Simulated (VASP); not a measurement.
The system is Pt.

```
Pt
1.0
    -1.55706    1.55706    1.55706
     1.55706   -1.55706    1.55706
     1.55706    1.55706   -1.55706
Pt
1
Direct
  0.00000 0.00000 0.00000
```

This isn't the form of Pt at room conditions, which is fcc.

- Program: VASP 6.6.1
- Task: relaxation of cell and atoms
- Functional: r2SCAN
- Potentials or basis: VASP PAW PBE potentials, release 64 (Pt)
- Cutoff: 600 eV
- k mesh: 18 × 18 × 18
- Occupations: gaussian, width 0.1 eV
- Spin: no spin polarisation

At the start: pressure 7.4 GPa; volume 15.10 Å³/atom.

Problem. How do energy, volume and symmetry change on relaxing?

Solution. Over 4 steps the energy falls by 9.1 meV/atom and the volume is 15.51 Å³/atom (+2.7 %); space group Im-3m (No. 229, to 0.05 Å).

The path:
| step | energy change (eV) | largest force (eV/Å) | pressure (GPa) | volume (Å³) |
| --- | --- | --- | --- | --- |
| 1 | 0.0000 | 0.0000 | 7.45 | 15.10 |
| 2 | 0.0535 | 0.0000 | -15.60 | 16.69 |
| 3 | -0.0091 | 0.0000 | -0.19 | 15.52 |
| 4 | -0.0091 | 0.0000 | 0.00 | 15.51 |

Final structure:
```yaml
crystal:
  lattice:
    - [-1.57086, 1.57086, 1.57086]
    - [1.57086, -1.57086, 1.57086]
    - [1.57086, 1.57086, -1.57086]
  atoms:
    - { symbol: Pt, position: [0.00000, 0.00000, 0.00000] }
```

Caveat: the PAW data sets were made with another functional, which shifts forces and pressure a little.
